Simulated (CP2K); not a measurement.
# SnTe under changes of volume

One of the cells (31.281 Å³/atom); the others are scaled copies at fixed shape and fractional positions:

```
Te Sn
1.0
     4.45597    0.00000    0.00000
     2.22799    3.85899    0.00000
     2.22799    1.28633    3.63829
Te Sn
1 1
Direct
  0.50000 0.50000 0.50000
  0.00000 0.00000 0.00000
```

| Quantity | Value |
| --- | --- |
| Program | CP2K 2026.2 |
| Functional | LDA |
| Potentials or basis | GTH_POTENTIALS Te GTH-PADE-q6, Sn GTH-PADE-q4; TZVP-MOLOPT-PBE-GTH basis |
| Density cutoff | 6123 eV |
| k mesh | 7 × 7 × 7 |
| Occupations | fermi-dirac, width 0.05 eV |
| Spin | no spin polarisation |

```tsv
volume (Å³/atom)	energy over the lowest point (meV/atom)	pressure (GPa)
29.404	5.22	1.8
30.030	0.53	0.6
30.656	0.00	-0.4
31.281	3.20	-1.3
31.907	9.73	-2.1
32.532	19.24	-2.8
33.158	?	?
```

Task: What does the run at 33.158 Å³/atom give?

Result: Energy over the lowest point 31.42 meV/atom; pressure -3.4 GPa.

Worked out: A Birch-Murnaghan fit of order 3 (a polynomial in V^(-2/3)) to the other rows has its minimum at 30.42 Å³/atom with B0 = V·E''(V) = 48 GPa and B' = 4.4. It gives 31.44 meV/atom at 33.158 Å³/atom, against the run's 31.42, and -dE/dV = -3.4 GPa, against -3.4.

Energies are extrapolated to zero smearing.

Caveats: the basis of atomic orbitals isn't converged, which shifts pressures, moduli and gaps.
